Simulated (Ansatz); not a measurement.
KCl under changes of volume

One of the cells (28.294 Å³/atom); the others are scaled copies at fixed shape and fractional positions:

```
K Cl
1.0
     3.83920    0.00000    0.00000
     0.00000    3.83920    0.00000
     0.00000    0.00000    3.83920
K Cl
1 1
Direct
  0.00000 0.00000 0.00000
  0.50000 0.50000 0.50000
```

Measurements of this composition are mostly on another form, of space group No. 225.

| Quantity | Value |
| --- | --- |
| Program | Ansatz 0.2.0 |
| Functional | PBEsol |
| Potentials or basis | Ansatz PAW |
| Cutoff | 420 eV (not typed: the program's choice for these potentials) |
| k mesh | 7 × 7 × 7 |
| Occupations | fermi-dirac, width 0.05 eV |
| Spin | no spin polarisation |

```csv
volume (Å³/atom),energy over the lowest point (meV/atom),pressure (GPa),gap on the mesh (eV)
26.596,0.00,-0.4,4.90
27.162,2.08,-0.8,4.81
27.728,5.48,-1.1,4.73
28.294,10.04,-1.4,4.64
28.860,15.62,-1.7,4.57
29.426,22.10,-1.9,4.49
29.991,?,?,?
```

Task: What does the run at 29.991 Å³/atom give?

Result: Energy over the lowest point 29.36 meV/atom; pressure -2.2 GPa; gap on the mesh 4.42 eV.

Worked out: A Birch-Murnaghan fit of order 3 (a polynomial in V^(-2/3)) to the other rows has its minimum at 26.11 Å³/atom, just outside them, with B0 = V·E''(V) = 22 GPa and B' = 4.9. It gives 29.35 meV/atom at 29.991 Å³/atom, against the run's 29.36, and -dE/dV = -2.2 GPa, against -2.2. A straight line through the other rows of the gap, of slope -4.04 eV per unit of ln V, extrapolates to 4.41 eV, against the run's 4.42.

Energies are extrapolated to zero smearing.

Caveats: odd divisions of the mesh miss points on the zone boundary, where band edges often lie, so the gap on the mesh can be too wide; the PAW data sets come from PBE, with cores solved anew for the run's functional, which leaves a small shift of forces and pressure.

A mesh can miss the band edges.
